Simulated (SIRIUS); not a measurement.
# Pd (Fm-3m) in SIRIUS: notebook

The runs below take Pd through band structure, with PBE.

Program: SIRIUS 7.12.0. These are calculated values, not measurements. Logs are shortened: lines on timing, memory, paths and dates and some standing lists are left out, and cuts for length are marked. The log counts tension as positive stress, the text compression.

**1. Starting point**

Symmetry: Fm-3m, No. 225, cubic system. Conventional cell: a = 3.893 Å, b = 3.893 Å, c = 3.893 Å, α = 90.00°, β = 90.00°, γ = 90.00°. Pd (site symmetry m-3m) has 12 Pd at 2.75 Å as nearest neighbours.

**2. Band structure, PBE**

Input file sirius.json:

```json
{
  "control": {
    "processing_unit": "cpu",
    "std_evp_solver_name": "lapack",
    "gen_evp_solver_name": "lapack",
    "verbosity": 2,
    "print_forces": true,
    "ortho_rf": true,
    "use_second_variation": true,
    "rmt_max": 3.0,
    "num_bands_to_print": 17,
    "save_wf": true
  },
  "parameters": {
    "electronic_structure_method": "full_potential_lapwlo",
    "xc_functionals": ["XC_GGA_X_PBE", "XC_GGA_C_PBE"],
    "core_relativity": "none",
    "valence_relativity": "none",
    "num_fv_states": 17,
    "smearing": "fermi_dirac",
    "smearing_width": 0.0018374661,
    "pw_cutoff": 20,
    "gk_cutoff": 3.46,
    "lmax_apw": 10,
    "lmax_rho": 8,
    "lmax_pot": 8,
    "num_mag_dims": 0,
    "auto_rmt": 0,
    "ngridk": [12, 12, 12],
    "shiftk": [0, 0, 0],
    "num_dft_iter": 80,
    "energy_tol": 1e-07,
    "density_tol": 1e-05,
    "use_symmetry": true
  },
  "settings": {"tol_ne": 1e-10},
  "iterative_solver": {"type": "exact"},
  "mixer": {"type": "anderson", "beta": 0.5, "max_history": 8},
  "unit_cell": {
    "lattice_vectors": [[0.0, 3.6783519016, 3.6783519016], [3.6783519016, 0.0, 3.6783519016], [3.6783519016, 3.6783519016, 0.0]],
    "atom_types": ["Pd"],
    "atom_files": {"Pd": "Pd.json"},
    "atoms": {"Pd": [[0.0, 0.0, 0.0]]}
  }
}
```

Input file Pd.json:

```json
{
  "name": "palladium",
  "symbol": "Pd",
  "number": 46,
  "mass": 106.42,
  "rmin": 1e-06,
  "rmt": 2.54,
  "nrmt": 800,
  "rinf": 14.72,
  "core": "1s2s2p3s3p3d",
  "valence": [
    {"basis": [{"enu": 0.07, "dme": 0, "n": 0, "auto": 0}, {"enu": 0.07, "dme": 1, "n": 0, "auto": 0}]},
    {"l": 0, "n": 1, "basis": [{"enu": 0.17, "dme": 0, "n": 0, "auto": 0}]},
    {"l": 1, "n": 2, "basis": [{"enu": 0.17, "dme": 0, "n": 0, "auto": 0}]},
    {"l": 2, "n": 3, "basis": [{"enu": 0.17, "dme": 0, "n": 0, "auto": 0}]},
    {"l": 3, "n": 4, "basis": [{"enu": 0.17, "dme": 0, "n": 0, "auto": 0}]}
  ],
  "lo": [
    {"l": 0, "basis": [{"enu": 0.17, "dme": 0, "n": 0, "auto": 0}, {"enu": 0.17, "dme": 1, "n": 0, "auto": 0}]},
    {"l": 0, "basis": [{"enu": -2.8, "dme": 0, "n": 4, "auto": 1}, {"enu": -2.8, "dme": 1, "n": 4, "auto": 1}]},
    {"l": 0, "basis": [{"enu": -2.8, "dme": 1, "n": 4, "auto": 1}, {"enu": 0.17, "dme": 0, "n": 0, "auto": 0}]},
    {"l": 0, "basis": [{"enu": 0.17, "dme": 0, "n": 0, "auto": 0}, {"enu": 2.65, "dme": 0, "n": 0, "auto": 0}]},
    {"l": 1, "basis": [{"enu": 0.17, "dme": 0, "n": 0, "auto": 0}, {"enu": 0.17, "dme": 1, "n": 0, "auto": 0}]},
    {
      "l": 1,
      "basis": [{"enu": -1.5549, "dme": 0, "n": 4, "auto": 1}, {"enu": -1.5549, "dme": 1, "n": 4, "auto": 1}]
    },
    {
      "l": 1,
      "basis": [{"enu": -1.5549, "dme": 1, "n": 4, "auto": 1}, {"enu": 0.17, "dme": 0, "n": 0, "auto": 0}]
    },
    {"l": 1, "basis": [{"enu": 0.17, "dme": 0, "n": 0, "auto": 0}, {"enu": 3.022, "dme": 0, "n": 0, "auto": 0}]},
    {"l": 2, "basis": [{"enu": 0.17, "dme": 0, "n": 0, "auto": 0}, {"enu": 0.17, "dme": 1, "n": 0, "auto": 0}]},
    {"l": 2, "basis": [{"enu": 0.17, "dme": 1, "n": 0, "auto": 0}, {"enu": 0.17, "dme": 2, "n": 0, "auto": 0}]},
    {"l": 2, "basis": [{"enu": 0.17, "dme": 0, "n": 0, "auto": 0}, {"enu": 2.588, "dme": 0, "n": 0, "auto": 0}]},
    {"l": 3, "basis": [{"enu": 0.17, "dme": 0, "n": 0, "auto": 0}, {"enu": 0.17, "dme": 1, "n": 0, "auto": 0}]},
    {"l": 3, "basis": [{"enu": 0.17, "dme": 0, "n": 0, "auto": 0}, {"enu": 2.867, "dme": 0, "n": 0, "auto": 0}]}
  ],
  "free_atom": [... radial grid and density of the free atom, the start of the SCF ...]
}
```

Input file sirius_start.json:

```json
{
  "control": {
    "processing_unit": "cpu",
    "std_evp_solver_name": "lapack",
    "gen_evp_solver_name": "lapack",
    "verbosity": 1,
    "print_forces": false,
    "ortho_rf": true,
    "use_second_variation": true,
    "rmt_max": 3.0,
    "num_bands_to_print": 17,
    "save_wf": false
  },
  "parameters": {
    "electronic_structure_method": "full_potential_lapwlo",
    "xc_functionals": ["XC_LDA_X", "XC_LDA_C_PW"],
    "core_relativity": "none",
    "valence_relativity": "none",
    "num_fv_states": 17,
    "smearing": "fermi_dirac",
    "smearing_width": 0.0055123983,
    "pw_cutoff": 20,
    "gk_cutoff": 2.77,
    "lmax_apw": 10,
    "lmax_rho": 8,
    "lmax_pot": 8,
    "num_mag_dims": 0,
    "auto_rmt": 0,
    "ngridk": [5, 5, 5],
    "shiftk": [0, 0, 0],
    "num_dft_iter": 30,
    "energy_tol": 0.01,
    "density_tol": 0.05,
    "use_symmetry": true
  },
  "settings": {"tol_ne": 1e-10},
  "iterative_solver": {"type": "exact"},
  "mixer": {"type": "anderson", "beta": 0.5, "max_history": 8},
  "unit_cell": {
    "lattice_vectors": [[0.0, 3.6783519016, 3.6783519016], [3.6783519016, 0.0, 3.6783519016], [3.6783519016, 3.6783519016, 0.0]],
    "atom_types": ["Pd"],
    "atom_files": {"Pd": "Pd.json"},
    "atoms": {"Pd": [[0.0, 0.0, 0.0]]}
  }
}
```

Input file sirius_bands.json:

```json
{
  "control": {
    "processing_unit": "cpu",
    "std_evp_solver_name": "lapack",
    "gen_evp_solver_name": "lapack",
    "verbosity": 2,
    "print_forces": true,
    "ortho_rf": true,
    "use_second_variation": true,
    "rmt_max": 3.0,
    "num_bands_to_print": 17,
    "save_wf": true
  },
  "parameters": {
    "electronic_structure_method": "full_potential_lapwlo",
    "xc_functionals": ["XC_GGA_X_PBE", "XC_GGA_C_PBE"],
    "core_relativity": "none",
    "valence_relativity": "none",
    "num_fv_states": 17,
    "smearing": "fermi_dirac",
    "smearing_width": 0.0018374661,
    "pw_cutoff": 20,
    "gk_cutoff": 3.46,
    "lmax_apw": 10,
    "lmax_rho": 8,
    "lmax_pot": 8,
    "num_mag_dims": 0,
    "auto_rmt": 0,
    "ngridk": [12, 12, 12],
    "shiftk": [0, 0, 0],
    "num_dft_iter": 80,
    "energy_tol": 1e-07,
    "density_tol": 1e-05,
    "use_symmetry": true
  },
  "settings": {"tol_ne": 1e-10},
  "iterative_solver": {"type": "exact"},
  "mixer": {"type": "anderson", "beta": 0.5, "max_history": 8},
  "unit_cell": {
    "lattice_vectors": [[0.0, 3.6783519016, 3.6783519016], [3.6783519016, 0.0, 3.6783519016], [3.6783519016, 3.6783519016, 0.0]],
    "atom_types": ["Pd"],
    "atom_files": {"Pd": "Pd.json"},
    "atoms": {"Pd": [[0.0, 0.0, 0.0]]}
  },
  "kpoints_rel": {
    "G": [0.0, 0.0, 0.0],
    "K": [0.375, 0.375, 0.75],
    "L": [0.5, 0.5, 0.5],
    "U": [0.625, 0.25, 0.625],
    "W": [0.5, 0.25, 0.75],
    "X": [0.5, 0.0, 0.5]
  },
  "kpoints_path": ["G", "X", "W", "K", "G", "L", "U", "W", "L", "K"]
}
```

Potentials or basis: all-electron FP-LAPW (no relativity for the valence, core without relativity), apw+lo standard.

Command:

```console
$ OMP_NUM_THREADS=1 sirius.scf --input=sirius_start.json --output=start.json
$ OMP_NUM_THREADS=1 sirius.scf --input=sirius.json --output=output.json --task=1
$ OMP_NUM_THREADS=1 sirius.scf --input=sirius_bands.json --output=bands_out.json --task=2
```

Output:

```text
[info] SIRIUS version : 7.12.0
[info] number of MPI ranks           : 1
[info] MPI grid                      : 1 1
[info] maximum number of OMP threads : 1
[fft] FFT context for density and potential
[fft] =====================================
[fft]   plane wave cutoff                     : 20
[fft]   grid size                             : 36 36 36   total : 46656
[fft]   grid limits                           : -17 18   -17 18   -17 18
[fft]   number of G-vectors within the cutoff : 13539
[fft]   number of G-shells                    : 398
[fft] FFT context for coarse grid
[fft] =====================================
[fft]   plane wave cutoff                     : 6.92
[fft]   grid size                             : 15 15 15   total : 3375
[fft]   grid limits                           : -7 7   -7 7   -7 7
[fft]   number of G-vectors within the cutoff : 537
[fft]   number of G-shells                    : 27
[unit cell] lattice vectors
[unit cell]   a1 :       0.0000000000      3.6783519016      3.6783519016
[unit cell]   a2 :       3.6783519016      0.0000000000      3.6783519016
[unit cell]   a3 :       3.6783519016      3.6783519016      0.0000000000
[unit cell] reciprocal lattice vectors
[unit cell]   b1 :      -0.8540761563      0.8540761563      0.8540761563
[unit cell]   b2 :       0.8540761563     -0.8540761563      0.8540761563
[unit cell]   b3 :       0.8540761563      0.8540761563     -0.8540761563
[unit cell] unit cell volume :        99.53820872 [a.u.^3]
[unit cell] 1/sqrt(omega)    :         0.10023170
[unit cell] MT volume        :        68.64197317 (68.96%)
[unit cell] IT volume        :        30.89623555 (31.04%)
[unit cell] number of atom types : 1
[unit cell] type id : 0 symbol : Pd mt_radius :   2.540000 num_atoms : 1
[unit cell] total number of atoms : 1
[unit cell] number of symmetry classes : 1
[unit cell] atom id  type id  class id             position                      vector_field
[unit cell] ------------------------------------------------------------------------------------------
[unit cell]      0        0        0      0.00000   0.00000   0.00000      0.00000   0.00000   0.00000
[unit cell] atom id         position (Cartesian, a.u.)
[unit cell] ---------------------------------------------
[unit cell]      0       0.000000    0.000000    0.000000
[unit cell] class id : 0 atom id : 0
[unit cell] minimum bond length:     5.201975
[... 312 lines left out ...]
[diagonalize] ik:    3   -2.564370   -1.482976   -1.475483   -1.475483    0.092958    0.174444    0.177358    0.177358    0.230609    0.230609    0.818412    0.938108    1.144316    1.144316    1.230139    1.235171    1.235171
[diagonalize] ik:    4   -2.563621   -1.487278   -1.476098   -1.476098    0.092773    0.172286    0.172286    0.224448    0.247060    0.247060    0.712468    0.911479    1.118525    1.118525    1.230899    1.230899    1.284601
[diagonalize] ...
[diagonalize] ik:   67   -2.562084   -1.487962   -1.482693   -1.480002    0.108543    0.116533    0.184674    0.238494    0.269129    0.466974    0.710024    0.730961    0.766303    1.130138    1.215972    1.344584    1.520337
[diagonalize] ik:   68   -2.561949   -1.487008   -1.484379   -1.480269    0.112461    0.130817    0.169090    0.226160    0.274877    0.549787    0.621628    0.723501    0.750318    1.144368    1.241283    1.358023    1.520140
[diagonalize] ik:   69   -2.562015   -1.486290   -1.485119   -1.479785    0.119485    0.146745    0.149383    0.222075    0.268864    0.532796    0.632778    0.705524    0.791261    1.150622    1.211706    1.413767    1.481014
[diagonalize] ik:   70   -2.561884   -1.488127   -1.483180   -1.480791    0.101360    0.113433    0.195558    0.236519    0.280367    0.528244    0.689330    0.693781    0.719635    1.130987    1.262048    1.301813    1.555909
[diagonalize] ik:   71   -2.561883   -1.485661   -1.485661   -1.480821    0.113245    0.148763    0.148763    0.222755    0.280391    0.611519    0.611519    0.698354    0.701875    1.208183    1.208183    1.344950    1.530582
[generate_core_charge_density] atom class : 0
[generate_core_charge_density]   n,l,k : 1 0 1  energy :        -860.87451394
[generate_core_charge_density]   n,l,k : 2 0 1  energy :        -122.90175146
[generate_core_charge_density]   n,l,k : 2 1 1  energy :        -114.12544009
[generate_core_charge_density]   n,l,k : 2 1 2  energy :        -114.12544009
[generate_core_charge_density]   n,l,k : 3 0 1  energy :         -21.77596073
[generate_core_charge_density]   n,l,k : 3 1 1  energy :         -18.26928894
[generate_core_charge_density]   n,l,k : 3 1 2  energy :         -18.26928894
[generate_core_charge_density]   n,l,k : 3 2 2  energy :         -11.79779980
[generate_core_charge_density]   n,l,k : 3 2 3  energy :         -11.79779980
[find] Total energy                   :   -4939.89197123 (Ha),   -9879.78394245 (Ry)
[find] iteration : 1, RMS (target) : 1.1626e-01 (1.0000e-05) , energy difference (target) : -1.2534e-04 (1.0000e-07)
[find] Total energy                   :   -4939.89192051 (Ha),   -9879.78384103 (Ry)
[find] iteration : 2, RMS (target) : 2.5354e-02 (1.0000e-05) , energy difference (target) : 5.0712e-05 (1.0000e-07)
[find] Total energy                   :   -4939.89210710 (Ha),   -9879.78421421 (Ry)
[find] iteration : 3, RMS (target) : 2.1397e-03 (1.0000e-05) , energy difference (target) : -1.8659e-04 (1.0000e-07)
[find] Total energy                   :   -4939.89210648 (Ha),   -9879.78421296 (Ry)
[find] iteration : 4, RMS (target) : 1.8979e-04 (1.0000e-05) , energy difference (target) : 6.2271e-07 (1.0000e-07)
[... 14 lines left out ...]
[find] valence_eval_sum               :     -11.98157156
[find] core_eval_sum                  :   -2923.13722392
[find] kinetic energy                 :    4937.87414973
[find] enuc                           :   -5892.32995979
[find] <rho|V^{XC}>                   :    -183.81968328
[find] <rho|E^{XC}>                   :    -140.84967042
[find] <mag|B^{XC}>                   :       0.00000000
[find] <rho|V^{H}>                    :   -7689.17326193
[find] smearing (-TS)                 :      -0.00078947
[find] SCF correction                 :       0.00000517
[find] Total energy                   :   -4939.89210628 (Ha),   -9879.78421255 (Ry)
[find] Free energy (E-TS)             :   -4939.89289575 (Ha),   -9879.78579150 (Ry)
[find] band gap (eV)                  :       0.00000000
[find] Efermi                         :       0.28382914
[find] iteration : 7, RMS (target) : 2.4441e-06 (1.0000e-05) , energy difference (target) : 1.1607e-08 (1.0000e-07)
[find] converged after 8 SCF iterations!
[find] Charges and magnetic moments
[find] --------------------------------------------------------------------------------
[find] atom      charge    core leakage
[find] --------------------------------------------------------------------------------
[find]    0   45.051744    5.932764e-09
[find] total core leakage    : 5.93276386e-09
[find] interstitial charge   : 0.948254
[find] total charge          : 45.999998
[find] Energy
[find] --------------------------------------------------------------------------------
[find] valence_eval_sum               :     -11.98157156
[find] core_eval_sum                  :   -2923.13722392
[find] kinetic energy                 :    4937.87414973
[find] enuc                           :   -5892.32995979
[find] <rho|V^{XC}>                   :    -183.81968328
[find] <rho|E^{XC}>                   :    -140.84967042
[find] <mag|B^{XC}>                   :       0.00000000
[find] <rho|V^{H}>                    :   -7689.17326193
[find] smearing (-TS)                 :      -0.00078947
[find] SCF correction                 :       0.00000517
[find] Total energy                   :   -4939.89210628 (Ha),   -9879.78421255 (Ry)
[find] Free energy (E-TS)             :   -4939.89289575 (Ha),   -9879.78579150 (Ry)
[find] band gap (eV)                  :       0.00000000
[find] Efermi                         :       0.28382914
[ground_state]
[ground_state] ==== total Forces in Ha/bohr =====
[ground_state] atom:    0, force:       0.0000000      0.0000000      0.0000000
[ground_state] ==== contribution from density =====
[ground_state] atom:    0, force:       0.0000000      0.0000000      0.0000000
[ground_state] ==== contribution from Hartree potential =====
[ground_state] atom:    0, force:       0.0000000      0.0000000      0.0000000
[ground_state] ==== contribution from IBS =====
[ground_state] atom:    0, force:       0.0000000      0.0000000      0.0000000
```

Wall time 26 s (1 thread of Arm Neoverse V2, shared host); peak memory 0.29 GiB.

Results:

| Quantity | Value |
| --- | --- |
| Free energy | -134421.3336 eV |
| Band gap along the path | none (metal or under the smearing width) |
| All electrons inside the program's atomic spheres | Pd 45.05 (radii Pd 2.54 bohr) |

Levels at the corners of the path, in eV from the Fermi level:
```csv
point,band 7,band 8,band 9,band 10,band 11,band 12
Γ,-2.79,-2.79,-1.20,-1.20,17.22,22.03
X,-0.05,0.29,0.29,3.92,11.62,13.72
W,-3.27,-1.26,0.29,9.35,9.35,11.72
K,-1.85,-0.93,-0.16,7.54,8.76,11.63
Γ,-2.79,-2.79,-1.20,-1.20,17.22,22.03
L,-2.83,-0.02,-0.02,1.52,8.22,16.62
U,-1.85,-0.93,-0.16,7.54,8.76,11.63
W,-3.27,-1.26,0.29,9.35,9.35,11.72
L,-2.83,-0.02,-0.02,1.52,8.22,16.62
K,-1.85,-0.93,-0.16,7.54,8.76,11.63
```

Caveat: relativity is left out for the valence states, which matters for the heavier elements; relativity is left out for the core states.

[end of part 1 of 2]
